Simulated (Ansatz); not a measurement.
## HfH₂ under pressure: fit and missing row

HfH₂, I4/mmm, a = 3.465 Å, c = 4.307 Å. The structure is a COD entry; whether it is the stable form wasn't checked. Ansatz: r2SCAN, PAW, 500 eV, Γ-centred 16×16×16 mesh on 3 atoms, Gaussian smearing 0.10 eV; no spin polarisation. Cell and atoms are relaxed at each pressure, and no other structure is tried, so the rows at high pressure may lie past a change of phase.

```tsv
V (Å³/atom)	P (GPa)
?	90.00
6.919	49.99
7.573	25.01
8.043	12.00
8.404	4.04
8.563	1.00
8.618	0.01
8.676	-1.01
```

Take V0 = 8.618 Å³/atom, count pressures from its P0 = 0.01 GPa, fit the third-order Birch–Murnaghan form to the other rows, and predict the missing volume.

With the Eulerian strain f = ½[(V0/V)^(2/3) − 1] and y = (P − P0)/[3f(1 + 2f)^(5/2)], the form is the line y = B0 + 1.5 B0 (B0′ − 4) f. Rows (f, y): 0.07882, 146.6; 0.04500, 149.3; 0.02355, 151.3; 0.00845, 152.5; 0.00214, 152.6; -0.00223, 154.2. Means f = 0.02596, y = 151.08; Σ(Δf)² = 0.004831, ΣΔfΔy = -0.4203; the slope is their ratio. y = 153.3 − 86.99 f GPa, so B0 = 153.3 GPa and B0′ = 4 + 2 × (-86.99)/(3 × 153.3) = 3.62. P = 90.00 GPa is met at f = 0.12186 (y = 142.70), so V = V0 (1 + 2f)^(−3/2) = 6.213 Å³/atom. The run gave 6.212 Å³/atom, so the fit is 0.001 Å³/atom too high, a small miss on the scale of the series. The form still works here, 78 % of the fitted range beyond its end.

The mesh isn't the same in all rows (16×16×16, 18×18×18). Spin–orbit coupling is left out, which can shift energies with elements as heavy as these.